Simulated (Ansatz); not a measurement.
# HfO2 (P2_1/c): refractive index against wavelength

The refractive index of HfO2 (P2_1/c) along x below the direct gap (4.25 eV on the mesh) is read from one computed spectrum, n = √(Re ε). x, y and z are the Cartesian axes of the input cell.

Cell: a, b, c = 5.118, 5.186, 5.284 Å (primitive vectors), 12 atoms.

Method: Ansatz 0.2.0, PBE, independent particles, k-mesh 4×4×4 with interpolation inside its cells, Gaussian parameter 0.15 eV.

Launch of the response step: `ansatz run input.yaml --threads 4 --pin off --max-ram 8192MiB --backend cpu --events-out ev --progress --plain --runs-dir out`. The run took 2.2 min, on 4 threads of Arm Neoverse V2 (shared host).

| wavelength (nm) | photon energy E (eV) | n |
| --- | --- | --- |
| 1310 | 0.946 | 2.2798 |
| 1064 | 1.165 | 2.2861 |
| 850 | 1.459 | 2.2968 |
| 700 | 1.771 | 2.3113 |
| 633 | 1.959 | 2.3217 |
| 532 | 2.331 | 2.3466 |
| 450 | 2.755 | ? |

In the single-oscillator model n² − 1 = E₀E_d/(E₀² − E²), so 1/(n² − 1) = E₀/E_d − E²/(E₀E_d) is linear in E².

Working, on the rows shown:

| x = E² (eV²) | y = 1/(n² − 1) |
| --- | --- |
| 0.895757 | 0.238238 |
| 1.35784 | 0.236616 |
| 2.12762 | 0.233902 |
| 3.13716 | 0.230303 |
| 3.83641 | 0.227775 |
| 5.43137 | 0.2219 |

Means: x̄ = 2.7977, ȳ = 0.23146. Σ(x − x̄)(y − ȳ) = -0.05135, Σ(x − x̄)² = 14.27. Slope = -0.05135 / 14.27 = -0.003598; intercept = ȳ − slope · x̄ = 0.24152. Turned back into n, the line misses the rows shown by at most 0.00034.

Q: Fill in the last column of the withheld row.

A: At x = 7.5912 the line gives y = 0.21421, that is 2.3808. The run gave 2.3834, so the extrapolation is off by 0.0026, 2 % of the range in the table.

Refitted with all rows, the slope is -0.003666 and the intercept 0.24168. These give E₀ = √(intercept/−slope) = 8.12 eV and E_d = E₀/intercept = 33.6 eV; E₀ is 1.9 times the direct gap. The electronic limit at long wavelengths, without lattice vibrations, is n = √(1 + 1/intercept) = 2.267. The cell comes from an older database entry, whose edges can be off by a per cent or so. Excitons are left out and so are local fields; PBE gaps are as a rule too small. Spin-orbit coupling is left out.
